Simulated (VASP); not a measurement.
A run of VASP 6.6.1 is set up as follows.

INCAR

```
SYSTEM = Sc
  PREC = Accurate
  ENCUT = 520
  EDIFF = 1E-6
  ISMEAR = 0
  SIGMA = 0.1
  LREAL = .False.
  LASPH = .True.
  NELM = 100
  ALGO = Fast
  ISIF = 2
  LWAVE = .False.
  LCHARG = .True.
  GGA = RE
  LELF = .True.
  LVHAR = .True.
  NBANDS = 12
```

The input KPOINTS:

```
regular mesh
0
Gamma
  8 8 8
  0 0 0
```

File POSCAR:

```
Sc
1.0
    0.0000000000      2.3167191932      2.3167191932
    2.3167191932      0.0000000000      2.3167191932
    2.3167191932      2.3167191932      0.0000000000
Sc
1
Direct
    0.0000000000      0.0000000000      0.0000000000
```

Potentials or basis: VASP PAW PBE potentials, release 64 (Sc_sv).

Command:

```sh
$ cat potpaw_PBE.64/Sc_sv/POTCAR > POTCAR
$ mpirun -np 1 vasp_std > vasp.out
```

(1) Predict the pressure.

(2) Estimate the band gap on the k mesh.

Answers

(1) 1.2 GPa.

(2) none (metal or under the smearing width).

Caveat: the PAW data sets were made with another functional, which shifts forces and pressure a little.
